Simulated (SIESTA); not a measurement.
## Nb: band structure with PBEsol

The system is Nb.

```
CELL_PARAMETERS angstrom
-1.66395 1.66395 1.66395
1.66395 -1.66395 1.66395
1.66395 1.66395 -1.66395
ATOMIC_POSITIONS crystal
Nb 0.00000 0.00000 0.00000
```

* Program: SIESTA 5.4.2
* Task: band structure
* Functional: PBEsol
* Potentials or basis: PseudoDojo 0.4 standard (PBEsol files)
* Basis: DZ (energy shift 0.003 Ry; two zetas on semicore shells)
* Grid cutoff: 800 Ry
* Energy shift: 0.003 Ry
* k mesh: 11 × 11 × 11
* Occupations: fermi-dirac, width 0.05 eV
* Spin: no spin polarisation

The pressure is -6.9 GPa and the band gap on the k mesh is none (metal or under the smearing width).

Levels at the corners of the path, in eV from the Fermi level:
```csv
point,band 3,band 4,band 5,band 6,band 7,band 8,band 9,band 10
Γ,-29.68,-29.68,-5.91,0.36,0.36,0.36,3.26,3.26
H,-30.52,-30.52,-3.62,-3.62,5.48,5.48,5.48,19.37
N,-30.07,-29.68,-3.65,-1.61,3.23,3.92,6.24,11.82
Γ,-29.68,-29.68,-5.91,0.36,0.36,0.36,3.26,3.26
P,-30.33,-30.33,-1.08,-1.08,-1.08,4.00,4.00,9.92
H,-30.52,-30.52,-3.62,-3.62,5.48,5.48,5.48,19.37
P,-30.33,-30.33,-1.08,-1.08,-1.08,4.00,4.00,9.92
N,-30.07,-29.68,-3.65,-1.61,3.23,3.92,6.24,11.82
```

Run time: 98 s on 1 thread of Intel(R) Xeon(R) Processor @ 2.50GHz (Skylake/Cascade Lake), with other jobs on the host, peak memory 0.28 GiB.

Caveat: the basis has no polarisation orbitals; the basis of atomic orbitals isn't converged, which shifts pressures, moduli and gaps.
